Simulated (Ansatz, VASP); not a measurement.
## ZnS: VASP beside Ansatz

The input INCAR:

```
PREC     = Accurate       # precision mode
ENCUT    = 520            # plane-wave cutoff, eV
EDIFF    = 1E-8           # SCF threshold, eV
ISMEAR   = -1             # smearing method
SIGMA    = 0.01           # smearing width, eV
LREAL    = False          # projectors in reciprocal space
LASPH    = True           # aspherical terms in the spheres
NELM     = 60             # most SCF steps
ALGO     = Normal         # electronic algorithm
ISIF     = 2              # what is computed and relaxed
LWAVE    = False          # write WAVECAR
LCHARG   = False          # write CHGCAR
GGA      = PE             # functional
LEFG     = True         
NBANDS   = 16             # bands
```

KPOINTS

```
regular mesh
0
Gamma
  8 8 8
```

Contents of POSCAR:

```
ZnS
1.0
    0.0000000000      2.6494375689      2.6494375689
    2.6494375689      0.0000000000      2.6494375689
    2.6494375689      2.6494375689      0.0000000000
Zn S
1 1
Direct
    0.0000000000      0.0000000000      0.0000000000
    0.7500000000      0.7500000000      0.7500000000
```

Input for Ansatz:

```yaml
crystal:
  lattice:
    - [0.0, 2.6494375689, 2.6494375689]
    - [2.6494375689, 0.0, 2.6494375689]
    - [2.6494375689, 2.6494375689, 0.0]
  atoms:
    - { symbol: Zn, position: [0.0, 0.0, 0.0] }
    - { symbol: S, position: [0.75, 0.75, 0.75] }
kpoints:
  mp_grid: { grid: [8, 8, 8] }
scf:
  occupations: { method: fermi_dirac, width: 0.01 }
hamiltonian:
  xc: pbe
  pseudopotentials: { kind: paw }
output:
  forces: true
  stress: true
  eigenvalues: true
  efg: { contact_densities: true }
```

Change from the starting cell: volume scaled by 0.94, PAW files.

Alike in both runs: task electric field gradients; functional PBE; k mesh 8 × 8 × 8; occupations fermi-dirac, width 0.01 eV; no spin polarisation.

|  | VASP | Ansatz |
| --- | --- | --- |
| version | VASP 6.6.1 | Ansatz 0.2.0 |
| potentials or method | VASP PAW PBE potentials, release 64 (Zn, S) | PAW with Ansatz's default frozen-core files, scalar-relativistic |
| plane-wave cutoff (eV) | 520 | 420 |
| valence electrons in the cell | 18 | 18 |

VASP gave:

* gap on the k mesh at the Fermi level (eV): 2.38
* pressure (GPa): 6.9
* Vzz of the field gradient on the site that differs most (V/Å²): 0.0

Q: Which values does Ansatz return?

A: gap on the k mesh at the Fermi level (eV): 2.37; pressure (GPa): 6.7; Vzz of the field gradient on the site that differs most (V/Å²): 0.0.
